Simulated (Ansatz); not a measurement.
**Compressing ZrO2: a fit and a missing row**

ZrO2, Fm-3m, a = 5.089 Å. This isn't the usual stable structure of the compound. Ansatz: r2SCAN, PAW, 500 eV, Γ-centred 8×8×8 mesh on 3 atoms, Gaussian smearing 0.02 eV; no spin polarisation. Symmetry fixes shape and atoms, so the cell is only scaled; pressure is positive in compression.

| V (Å³/atom) | P (GPa) |
| --- | --- |
| 10.327 | 18.06 |
| 10.656 | ? |
| 10.986 | -0.02 |
| 11.315 | -7.16 |
| 11.645 | -13.28 |

**Question.** Take V0 = 10.986 Å³/atom, count pressures from its P0 = -0.02 GPa, fit the third-order Birch–Murnaghan form to the other rows, and predict the missing pressure.

**Answer.** With the Eulerian strain f = ½[(V0/V)^(2/3) − 1] and y = (P − P0)/[3f(1 + 2f)^(5/2)], the form is the line y = B0 + 1.5 B0 (B0′ − 4) f. Rows (f, y): 0.02105, 258.3; -0.00974, 256.7; -0.01905, 255.7. Means f = -0.002580, y = 256.90; Σ(Δf)² = 0.0008809, ΣΔfΔy = 0.05428; the slope is their ratio. y = 257.1 + 61.62 f GPa, so B0 = 257.1 GPa and B0′ = 4 + 2 × (61.62)/(3 × 257.1) = 4.16. At V = 10.656, f = 0.01027, y = 257.73 and P = 8.33 GPa. The run gave 8.32 GPa, so the fit is 0.01 GPa too high, within twice the rms miss on the fitted rows (0.010 GPa).